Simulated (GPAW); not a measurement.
# Hf (P6_3/mmc) in GPAW: relaxation of cell and atoms with r2SCAN

Aim: the relaxation of cell and atoms of Hf with r2SCAN.

Program: GPAW 26.7.0. These are calculated values, not measurements. Logs are shortened: lines on timing, memory, paths and dates and some standing lists are left out, and cuts for length are marked. The log counts tension as positive stress, the text compression.

### 1 Starting point

The structure is hexagonal, space group P6_3/mmc (No. 194). The conventional cell has a = 3.197 Å, b = 3.197 Å, c = 5.058 Å, α = 90.00°, β = 90.00°, γ = 120.00°. Hf (site symmetry -6m2) has 12 Hf at 3.13 to 3.20 Å as nearest neighbours.

### 2 Relaxation of cell and atoms, r2SCAN

Contents of run.py:

```python
from ase.filters import FrechetCellFilter
from ase.io import read, write
from ase.optimize import FIRE
from gpaw import GPAW, PW

atoms = read('POSCAR')

calc = GPAW(mode=PW(600),
            xc='MGGA_X_R2SCAN+MGGA_C_R2SCAN',
            kpts={'size': (7, 7, 4), 'gamma': True},
            occupations={'name': 'fermi-dirac', 'width': 0.05},
            nbands=24,
            convergence={'density': 1e-06, 'energy': 1e-06, 'eigenstates': 1e-10},
            maxiter=150,
            txt='gpaw.txt')
atoms.calc = calc
opt = FIRE(FrechetCellFilter(atoms), trajectory='relax.traj', logfile='-')
done = opt.run(fmax=0.02, steps=100)
calc.write('gs.gpw')
write('result.traj', atoms)
print('Converged:', done)
print('Cell:', atoms.cell.cellpar().round(4))
print('Volume:', round(atoms.get_volume(), 4))
print(atoms.get_scaled_positions().round(5))
```

Contents of POSCAR:

```
Hf
1.0
    3.1967000000      0.0000000000      0.0000000000
   -1.5983500000      2.7684234083      0.0000000000
    0.0000000000      0.0000000000      5.0578000000
Hf
2
Direct
    0.6666666667      0.3333333333      0.7500000000
    0.3333333333      0.6666666667      0.2500000000
```

Potentials or basis: GPAW PAW data sets (gpaw-data 1.2.1), pw.

Started as:

```sh
$ OMP_NUM_THREADS=1 python run.py
```

gpaw.txt:

```text
__  _  _
 | _ |_)|_||  |
 |__||  | ||/\| - 26.7.0

Input parameters:
  mode=PW(ecut=600.0),
  convergence={'density': 1e-06, 'energy': 1e-06, 'eigenstates': 1e-10},
  kpts=MonkhorstPack(size=(7, 7, 4), gamma=True),
  maxiter=150,
  nbands=24,
  occupations=Occupations(name='fermi-dirac', width=0.05),
  xc=XC(name='MGGA_X_R2SCAN+MGGA_C_R2SCAN')

Diagonalizing LCAO Hamiltonian
Converting LCAO to pw mode

           Hf

        Hf

Atoms  # Å, Bohr magnetons
|   | symbol |         x |        y |        z |    initial magnetic moments |
|---|--------|-----------|----------|----------|-----------------------------|
| 0 |     Hf |  1.598350 | 0.922808 | 3.793350 | ( 0.0000,  0.0000,  0.0000) |
| 1 |     Hf | -0.000000 | 1.845616 | 1.264450 | ( 0.0000,  0.0000,  0.0000) |

Unit cell  # Å
| periodic |         x |        y |        z |  lengths |     angles |
|----------|-----------|----------|----------|----------|------------|
|      yes |  3.196700 | 0.000000 | 0.000000 | 3.196700 |  90.000000 |
|      yes | -1.598350 | 2.768423 | 0.000000 | 3.196700 |  90.000000 |
|      yes |  0.000000 | 0.000000 | 5.057800 | 5.057800 | 120.000000 |

Number of symmetries: 12
Symmetry operations  # r_c * U_cc + t_c -> r_c
|    | kind |            matrix            |
|----|------|------------------------------|
|  0 |  σ   |  1, 1, 0,  0,-1, 0,  0, 0, 1 |
|  1 |  S6  |  1, 1, 0, -1, 0, 0,  0, 0,-1 |
|  2 |  E   |  1, 0, 0,  0, 1, 0,  0, 0, 1 |
|  3 |  C2  |  1, 0, 0, -1,-1, 0,  0, 0,-1 |
|  4 |  C2  |  0, 1, 0,  1, 0, 0,  0, 0,-1 |
|  5 |  C3  |  0, 1, 0, -1,-1, 0,  0, 0, 1 |
|  6 |  S6  |  0,-1, 0,  1, 1, 0,  0, 0,-1 |
|  7 |  σ   |  0,-1, 0, -1, 0, 0,  0, 0, 1 |
[... 151 lines left out ...]
|          2 |       -22.404 |     2.000 |
|          3 |       -21.657 |     2.000 |
|          4 |       -21.657 |     2.000 |
|          5 |       -21.530 |     2.000 |
|          6 |       -21.529 |     2.000 |
|          7 |       -21.519 |     2.000 |
[... 8 lines left out ...]
|         16 |        12.797 |     0.000 |
|         17 |        12.797 |     0.000 |
|        ... |               |           |
|         23 |        25.260 |     0.000 |

No gap
No difference between direct/indirect transitions

Stress tensor  # eV/Ang^3
|         x |         y |         z |
|-----------|-----------|-----------|
| -0.000528 | -0.000000 |  0.000000 |
| -0.000000 | -0.000528 |  0.000000 |
|  0.000000 |  0.000000 | -0.006719 |

Forces  # eV/Ang
|        x |        y |        z |
|----------|----------|----------|
| -0.00000 |  0.00000 | -0.00000 |  # Hf   0
|  0.00000 | -0.00000 |  0.00000 |  # Hf   1

Interpolating wave functions to new cell

           Hf

        Hf

Atoms  # Å, Bohr magnetons
|   | symbol |         x |        y |        z |    initial magnetic moments |
|---|--------|-----------|----------|----------|-----------------------------|
| 0 |     Hf |  1.598444 | 0.922862 | 3.796203 | ( 0.0000,  0.0000,  0.0000) |
| 1 |     Hf | -0.000000 | 1.845725 | 1.265401 | ( 0.0000,  0.0000,  0.0000) |
[... 174 lines left out ...]
|          2 |       -22.414 |     2.000 |
|          3 |       -21.669 |     2.000 |
|          4 |       -21.669 |     2.000 |
|          5 |       -21.543 |     2.000 |
|          6 |       -21.543 |     2.000 |
|          7 |       -21.533 |     2.000 |
[... 8 lines left out ...]
|         16 |        12.790 |     0.000 |
|         17 |        12.791 |     0.000 |
|        ... |               |           |
|         23 |        25.236 |     0.000 |

No gap
No difference between direct/indirect transitions

Stress tensor  # eV/Ang^3
|         x |         y |         z |
|-----------|-----------|-----------|
| -0.000119 | -0.000000 |  0.000000 |
| -0.000000 | -0.000119 | -0.000000 |
|  0.000000 | -0.000000 | -0.005552 |

Forces  # eV/Ang
|        x |        y |        z |
|----------|----------|----------|
| -0.00000 | -0.00000 |  0.00001 |  # Hf   0
|  0.00000 |  0.00000 | -0.00001 |  # Hf   1

Interpolating wave functions to new cell

           Hf

        Hf

Atoms  # Å, Bohr magnetons
|   | symbol |         x |        y |        z |    initial magnetic moments |
|---|--------|-----------|----------|----------|-----------------------------|
| 0 |     Hf |  1.598553 | 0.922925 | 3.801424 | ( 0.0000,  0.0000,  0.0000) |
| 1 |     Hf | -0.000000 | 1.845850 | 1.267141 | ( 0.0000,  0.0000,  0.0000) |
[... 174 lines left out ...]
|          2 |       -22.432 |     2.000 |
|          3 |       -21.690 |     2.000 |
|          4 |       -21.690 |     2.000 |
|          5 |       -21.565 |     2.000 |
|          6 |       -21.565 |     2.000 |
|          7 |       -21.557 |     2.000 |
[... 8 lines left out ...]
|         16 |        12.780 |     0.000 |
|         17 |        12.780 |     0.000 |
|        ... |               |           |
|         23 |        25.195 |     0.000 |

No gap
No difference between direct/indirect transitions

Stress tensor  # eV/Ang^3
|         x |        y |         z |
|-----------|----------|-----------|
|  0.000558 | 0.000000 |  0.000000 |
| -0.000000 | 0.000558 |  0.000000 |
|  0.000000 | 0.000000 | -0.003457 |

Forces  # eV/Ang
|        x |        y |        z |
|----------|----------|----------|
|  0.00000 |  0.00000 | -0.00004 |  # Hf   0
| -0.00000 | -0.00000 |  0.00004 |  # Hf   1

Interpolating wave functions to new cell

           Hf

        Hf

Atoms  # Å, Bohr magnetons
|   | symbol |         x |        y |        z |    initial magnetic moments |
|---|--------|-----------|----------|----------|-----------------------------|
| 0 |     Hf |  1.598517 | 0.922904 | 3.808115 | ( 0.0000,  0.0000,  0.0000) |
| 1 |     Hf | -0.000000 | 1.845808 | 1.269372 | ( 0.0000,  0.0000,  0.0000) |
[... 175 lines left out ...]
|          2 |       -22.451 |     2.000 |
|          3 |       -21.714 |     2.000 |
|          4 |       -21.714 |     2.000 |
|          5 |       -21.591 |     2.000 |
|          6 |       -21.591 |     2.000 |
|          7 |       -21.585 |     2.000 |
[... 8 lines left out ...]
|         16 |        12.770 |     0.000 |
|         17 |        12.770 |     0.000 |
|        ... |               |           |
|         23 |        25.146 |     0.000 |

No gap
No difference between direct/indirect transitions

Stress tensor  # eV/Ang^3
|        x |        y |         z |
|----------|----------|-----------|
| 0.001232 | 0.000000 |  0.000000 |
| 0.000000 | 0.001232 |  0.000000 |
| 0.000000 | 0.000000 | -0.000876 |

Forces  # eV/Ang
|        x |       y |        z |
|----------|---------|----------|
| -0.00000 | 0.00000 | -0.00001 |  # Hf   0
|  0.00000 | 0.00000 |  0.00001 |  # Hf   1

Interpolating wave functions to new cell

           Hf

        Hf

Atoms  # Å, Bohr magnetons
|   | symbol |         x |        y |        z |    initial magnetic moments |
|---|--------|-----------|----------|----------|-----------------------------|
| 0 |     Hf |  1.598085 | 0.922655 | 3.814824 | ( 0.0000,  0.0000,  0.0000) |
| 1 |     Hf | -0.000000 | 1.845309 | 1.271609 | ( 0.0000,  0.0000,  0.0000) |

Unit cell  # Å
| periodic |         x |         y |         z |  lengths |     angles |
|----------|-----------|-----------|-----------|----------|------------|
|      yes |  3.196170 | -0.000000 | -0.000000 | 3.196170 |  90.000000 |
|      yes | -1.598085 |  2.767964 | -0.000000 | 3.196170 |  90.000000 |
|      yes |  0.000000 |  0.000000 |  5.086434 | 5.086434 | 120.000000 |
[... 187 lines left out ...]
No gap
No difference between direct/indirect transitions

Stress tensor  # eV/Ang^3
|        x |        y |        z |
|----------|----------|----------|
| 0.001487 | 0.000000 | 0.000000 |
| 0.000000 | 0.001487 | 0.000000 |
| 0.000000 | 0.000000 | 0.001496 |

Forces  # eV/Ang
|       x |       y |        z |
|---------|---------|----------|
| 0.00000 | 0.00000 | -0.00000 |  # Hf   0
| 0.00000 | 0.00000 |  0.00000 |  # Hf   1

Interpolating wave functions to new cell

           Hf

        Hf

Atoms  # Å, Bohr magnetons
|   | symbol |         x |        y |        z |    initial magnetic moments |
|---|--------|-----------|----------|----------|-----------------------------|
| 0 |     Hf |  1.598018 | 0.922616 | 3.814663 | ( 0.0000,  0.0000,  0.0000) |
| 1 |     Hf | -0.000000 | 1.845232 | 1.271556 | ( 0.0000,  0.0000,  0.0000) |

Unit cell  # Å
| periodic |         x |         y |         z |  lengths |     angles |
|----------|-----------|-----------|-----------|----------|------------|
|      yes |  3.196036 | -0.000000 | -0.000000 | 3.196036 |  90.000000 |
|      yes | -1.598018 |  2.767849 | -0.000000 | 3.196036 |  90.000000 |
|      yes |  0.000000 |  0.000000 |  5.086219 | 5.086219 | 120.000000 |
[... 186 lines left out ...]
No gap
No difference between direct/indirect transitions

Stress tensor  # eV/Ang^3
|        x |        y |        z |
|----------|----------|----------|
| 0.001400 | 0.000000 | 0.000000 |
| 0.000000 | 0.001400 | 0.000000 |
| 0.000000 | 0.000000 | 0.001401 |

Forces  # eV/Ang
|       x |       y |        z |
|---------|---------|----------|
| 0.00000 | 0.00000 |  0.00001 |  # Hf   0
| 0.00000 | 0.00000 | -0.00001 |  # Hf   1

Interpolating wave functions to new cell

           Hf

        Hf

Atoms  # Å, Bohr magnetons
|   | symbol |         x |        y |        z |    initial magnetic moments |
|---|--------|-----------|----------|----------|-----------------------------|
| 0 |     Hf |  1.597888 | 0.922541 | 3.814353 | ( 0.0000,  0.0000,  0.0000) |
| 1 |     Hf | -0.000000 | 1.845083 | 1.271452 | ( 0.0000,  0.0000,  0.0000) |

Unit cell  # Å
| periodic |         x |         y |         z |  lengths |     angles |
|----------|-----------|-----------|-----------|----------|------------|
|      yes |  3.195777 | -0.000000 | -0.000000 | 3.195777 |  90.000000 |
|      yes | -1.597888 |  2.767624 | -0.000000 | 3.195777 |  90.000000 |
|      yes |  0.000000 |  0.000000 |  5.085805 | 5.085805 | 120.000000 |
[... 186 lines left out ...]
No gap
No difference between direct/indirect transitions

Stress tensor  # eV/Ang^3
|        x |        y |        z |
|----------|----------|----------|
| 0.001231 | 0.000000 | 0.000000 |
| 0.000000 | 0.001231 | 0.000000 |
| 0.000000 | 0.000000 | 0.001216 |

Forces  # eV/Ang
|       x |        y |        z |
|---------|----------|----------|
| 0.00000 | -0.00000 |  0.00001 |  # Hf   0
| 0.00000 |  0.00000 | -0.00001 |  # Hf   1

Interpolating wave functions to new cell

           Hf

        Hf

Atoms  # Å, Bohr magnetons
|   | symbol |         x |        y |        z |    initial magnetic moments |
|---|--------|-----------|----------|----------|-----------------------------|
| 0 |     Hf |  1.597703 | 0.922434 | 3.813912 | ( 0.0000,  0.0000,  0.0000) |
| 1 |     Hf | -0.000000 | 1.844869 | 1.271305 | ( 0.0000,  0.0000,  0.0000) |

Unit cell  # Å
| periodic |         x |         y |         z |  lengths |     angles |
|----------|-----------|-----------|-----------|----------|------------|
|      yes |  3.195407 | -0.000000 | -0.000000 | 3.195407 |  90.000000 |
|      yes | -1.597703 |  2.767303 | -0.000000 | 3.195407 |  90.000000 |
|      yes |  0.000000 |  0.000000 |  5.085217 | 5.085217 | 120.000000 |
[... 409 lines left out ...]
Stress tensor  # eV/Ang^3
|        x |        y |        z |
|----------|----------|----------|
| 0.000691 | 0.000000 | 0.000000 |
| 0.000000 | 0.000691 | 0.000000 |
| 0.000000 | 0.000000 | 0.000628 |

Forces  # eV/Ang
|        x |        y |        z |
|----------|----------|----------|
|  0.00000 |  0.00000 |  0.00000 |  # Hf   0
| -0.00000 | -0.00000 | -0.00000 |  # Hf   1

# Writing to gs.gpw (mode='')
```

Wall time 9.3 min (1 thread of Arm Neoverse V2, shared host); peak memory 1 GiB.

Results:

* Free energy: -40.7587 eV
* Relaxed volume: 22.47 Å³/atom
* Relaxed cell: a = 3.195 Å, b = 3.195 Å, c = 5.084 Å, α = 90.00°, β = 90.00°, γ = 120.00°
* Space group after relaxing (to 0.05 Å): P6_3/mmc (No. 194)
* Energy gained by relaxing: 0.5 meV/atom
* Ionic steps: 9
* Pressure after relaxing: -0.1 GPa
* Band gap on the k mesh: none (metal or under the smearing width)

Step by step:
```csv
step,energy change (eV),largest force (eV/Å),pressure (GPa),volume (Å³)
1,0.0000,0.0000,0.42,44.76
2,-0.0002,0.0000,0.31,44.80
3,-0.0006,0.0000,0.13,44.87
4,-0.0008,0.0000,-0.08,44.94
5,-0.0009,0.0000,-0.24,45.00
6,-0.0009,0.0000,-0.22,44.99
7,-0.0009,0.0000,-0.20,44.98
8,-0.0010,0.0000,-0.16,44.97
9,-0.0010,0.0000,-0.11,44.95
```

Final structure:
```
Hf
1.0
     3.19495    0.00000    0.00000
    -1.59747    2.76691    0.00000
     0.00000    0.00000    5.08449
Hf
2
Direct
  0.66667 0.33333 0.75000
  0.33333 0.66667 0.25000
```

Levels at points of the mesh, in eV from the Fermi level:
```
           k point  band 10  band 11  band 12  band 13  band 14  band 15
(0.00, 0.00, 0.00)    -3.88     0.30     1.26     1.26     1.49     2.11
(0.00, 0.00, 0.50)    -5.71     0.06     0.06     1.18     1.18     1.18
```

Caveat: later steps reuse the first step's grids; the PAW data sets were made with another functional, which shifts forces and pressure a little. Zero-point motion and thermal expansion aren't in these numbers.
